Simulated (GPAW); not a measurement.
Sc in GPAW: convergence with k mesh

Crystal: Sc.

```xyz
2
Lattice="3.3090 0.0000 0.0000 -1.6545 2.8657 0.0000 0.0000 0.0000 5.2733" Properties=species:S:1:pos:R:3 pbc="T T T"
Sc    1.6545    0.9552    3.9550
Sc    0.0000    1.9105    1.3183
```

- Program: GPAW 26.7.0
- Task: convergence study
- Functional: PBEsol
- Potentials or basis: PAW data sets generated in the run's folder for this functional
- Cutoff: 600 eV
- Basis: pw
- k mesh: 2 × 2 × 1
- Occupations: fermi-dirac, width 0.05 eV
- Spin: no spin polarisation

These are the settings of the first run; the series varies k mesh, with any setting tied to it.

Hardware: 1 thread of Intel(R) Xeon(R) Platinum 8488C (Sapphire Rapids) (shared host).

```
     k mesh  energy less the tightest run, at zero smearing (meV/atom)  pressure (GPa)  SCF cycles  CPU time (s)  peak memory (GiB)
  2 × 2 × 1                                                    -330.92          -10.69          13             5               0.15
  3 × 3 × 2                                                      81.82           -3.22          10           7.7               0.15
  4 × 4 × 2                                                     -11.26           -2.45           9           7.2               0.15
  5 × 5 × 3                                                      22.55           -2.41          10           7.6               0.15
  6 × 6 × 3                                                       6.94           -2.91          10            10               0.16
  7 × 7 × 4                                                      -4.64           -2.98           9            13               0.17
  8 × 8 × 5                                                       2.91           -2.78           9            17               0.18
10 × 10 × 6                                                       1.35           -2.83           9            30                0.2
12 × 12 × 7                                                       0.00           -2.84           9            45               0.24
```

Against the tightest run, the pressure stays within 0.1 GPa from 8 × 8 × 5 on. Not settled before the last step: the energy (to 1 meV/atom). Meshes of other sizes hit other points, so gaps and Fermi surfaces needn't settle smoothly. The tightest run that finished is the yardstick and may itself not be fully converged.
